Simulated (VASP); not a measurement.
## A VASP 6.6.1 single-point calculation on ZnS

INCAR

```
NBANDS = 16
LASPH = .TRUE.
NSW = 0
IBRION = -1
EDIFF = 1E-7
ISMEAR = 1
IVDW = 20
NELM = 50
SIGMA = 0.05
LREAL = .FALSE.
LCHARG = .FALSE.
PREC = Accurate
ENCUT = 520
LWAVE = .FALSE.
GGA = PE
ISIF = 2
```

KPOINTS

```
KPOINTS created by Atomic Simulation Environment
0
Gamma
8 8 8
0 0 0
```

POSCAR

```
Zn S
 1.0000000000000000
    -0.0852774290000000    2.6896309774999998    2.6896309774999998
     2.6896309774999998   -0.0852774290000000    2.6896309774999998
     2.6896309774999998    2.6896309774999998   -0.0852774290000000
 Zn  S
   1   1
Cartesian
 -0.0136697235645530 -0.0136697235645530 -0.0136697235645530
  1.3371658550645531  1.3371658550645531  1.3371658550645533
```

The recommended PBE PAW datasets give the neutral cell 18 valence electrons.

Command

```
mpirun -np 1 vasp_std
```

Q: Predict the outcome of this run.

A: It converged. Results: gap between bands v and c on the k mesh 1.81 eV; least direct gap on the k mesh 1.81 eV; pressure -1.6 GPa. Band v is the last that the valence electrons fill when counted band by band, and c is the next.

OSZICAR

```
N       E                     dE             d eps       ncg     rms          rms(c)
DAV:   1     0.881254479588E+02    0.88125E+02   -0.89637E+03  2096   0.135E+03
DAV:   2    -0.142506475578E+01   -0.89551E+02   -0.83591E+02  2368   0.258E+02
DAV:   3    -0.720431571960E+01   -0.57793E+01   -0.57564E+01  2568   0.634E+01
DAV:   4    -0.726554906506E+01   -0.61233E-01   -0.61219E-01  2608   0.689E+00
DAV:   5    -0.726629532900E+01   -0.74626E-03   -0.74624E-03  2536   0.717E-01    0.648E+00
DAV:   6    -0.685487867215E+01    0.41142E+00   -0.73966E-01  3144   0.295E+01    0.509E+00
DAV:   7    -0.683529600269E+01    0.19583E-01   -0.24152E-01  2504   0.435E+00    0.260E+00
DAV:   8    -0.683453090135E+01    0.76510E-03   -0.50258E-03  2648   0.765E-01    0.672E-01
DAV:   9    -0.683480513872E+01   -0.27424E-03   -0.11746E-03  2552   0.275E-01    0.103E-01
DAV:  10    -0.683497741578E+01   -0.17228E-03   -0.20698E-04  2584   0.139E-01    0.517E-02
DAV:  11    -0.683497224651E+01    0.51693E-05   -0.36116E-05  2464   0.915E-02    0.852E-03
DAV:  12    -0.683497322839E+01   -0.98188E-06   -0.37432E-06  2880   0.224E-02    0.383E-03
DAV:  13    -0.683497340170E+01   -0.17331E-06   -0.68041E-07  2728   0.780E-03    0.243E-03
DAV:  14    -0.683497340425E+01   -0.25432E-08   -0.96475E-08  2456   0.250E-03
   1 F= -.73161746E+01 E0= -.73161765E+01  d E =0.566353E-05
```

Standard output (part)

```
POSCAR found type information on POSCAR ZnS
 POSCAR found :  2 types and       2 ions
 LDA part: xc-table for (Slater+PW92), standard interpolation
 POSCAR, INCAR and KPOINTS ok, starting setup
 WAVECAR not read
 entering main loop
 augmentation electrons   17.9936523547401
 total        electrons   17.9936523547401
 augmentation electrons   28.1827047549365
 total        electrons   28.1827047549365
 augmentation electrons   7.22579499926451
 soft         electrons   10.7678562716434
 total        electrons   17.9936512709079
 translations:           2           2           2
```

For comparison, a separate PBE run of the intended cell, on usual settings and not on those above, gives a gap of 1.81 eV on its mesh and a pressure of -0.6 GPa.
